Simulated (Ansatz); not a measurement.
**Ni: pressure up to the limit of the methods**

One table from this session's results is given with a row withheld; the runs are named, their logs left out.

Method: DFT PBE, with the methods named in each step, in Ansatz 0.2.0.

3 further runs of the same task are left out: 3 that didn't finish.

**The structure to begin with**

It takes space group I4_1/amd (No. 141, tetragonal). The conventional cell has a = 4.458 Å, b = 4.458 Å, c = 2.420 Å, α = 90.00°, β = 90.00°, γ = 90.00°. Ni (site symmetry -4m2) is surrounded by 6 Ni at 2.31 to 2.42 Å.

Coordinates:

```xyz
2
Lattice="-2.2290 2.2290 1.2102 2.2290 -2.2290 1.2102 2.2290 2.2290 -1.2102" Properties=species:S:1:pos:R:3 pbc="T T T"
Ni    0.0000   -1.1145   -0.3025
Ni    0.0000    1.1145    0.3025
```

Whether this phase is the stable one at these pressures isn't tested.

Atoms are numbered in the order of the input: Ni1, Ni2.

Set-up of the first run:

input.yaml

```yaml
crystal:
  lattice:
    - [-2.2290240176, 2.2290240176, 1.2101705962]
    - [2.2290240176, -2.2290240176, 1.2101705962]
    - [2.2290240176, 2.2290240176, -1.2101705962]
  atoms:
    - { symbol: Ni, position: [-0.375, -0.125, -0.25], spin: 1.0 }
    - { symbol: Ni, position: [0.375, 0.125, 0.25], spin: 1.0 }
magnetization:
  spin_polarized: true
kpoints:
  mp_grid: { grid: [20, 20, 20] }
  band_path:
    path:
      - [0.0, 0.0, 0.0]
      - [0.0, 0.0, 0.5]
      - [-0.5, 0.5, 0.5]
      - [0.0, 0.0, 0.0]
      - [0.3236891769, 0.3236891769, -0.3236891769]
      - [-0.3236891769, 0.6763108231, 0.3236891769]
      - [-0.5, 0.5, 0.5]
      - [0.0, 0.0, 0.5]
      - [0.25, 0.25, 0.25]
    npoints: 14
scf:
  occupations: { method: fermi_dirac, width: 0.1 }
hamiltonian:
  xc: pbe
  pseudopotentials: { kind: all_electron, lapw: { basis_error: 0.001 } }
output:
  forces: true
  stress: true
  eigenvalues: true
  populations: true
  dos: { projected: true, de: 0.2, e_range: [-14, 8] }
```

Launch:

```bash
ansatz run input.yaml --threads 1 --pin off --max-ram 3072MiB --backend cpu --events-out ev --progress --plain --runs-dir out
```

Steps of the session up to this table: The reference volume, LAPW; Volume scaled by 1, norm-conserving; Volume scaled by 0.95, LAPW; Volume scaled by 0.85, LAPW; Volume scaled by 0.75, LAPW; Volume scaled by 0.65, LAPW; Volume scaled by 0.65, norm-conserving.

One table of the session follows, with a row left open; its other results are not shown here.

| method | volume over the first | volume (Å³/atom) | pressure (GPa) | moment Ni1 (μB) |
| --- | --- | --- | --- | --- |
| LAPW | 1 | 12.026 | -0.01 | 0.67 |
| LAPW | 0.95 | 11.424 | 9.02 | 0.61 |
| LAPW | 0.85 | 10.222 | 36.05 | 0.00 |
| LAPW | 0.75 | 9.019 | 88.76 | 0.00 |
| LAPW | 0.65 | 7.817 | 188.77 | 0.00 |
| PAW | 1 | 12.026 | -0.01 | 0.67 |
| PAW | 0.95 | ? | ? | ? |
| PAW | 0.85 | 10.222 | 35.98 | 0.00 |
| PAW | 0.75 | 9.019 | 88.55 | 0.00 |
| PAW | 0.65 | 7.817 | 188.33 | 0.00 |
| norm-conserving | 1 | 12.026 | 0.25 | 0.72 |
| norm-conserving | 0.65 | 7.817 | 189.35 | 0.00 |

**Question.** Estimate the row for PAW, 0.95.

As computed: volume (Å³/atom): 11.424; pressure (GPa): 9.00; moment Ni1 (μB): 0.61.

Caveats from the session: Rows by PAW come from runs of the same series that aren't printed here. Other magnetic orders may lie lower; this is the state that the run reached. Warnings in the runs' records: seeded moment not kept, look outside group, minimisation memory short.
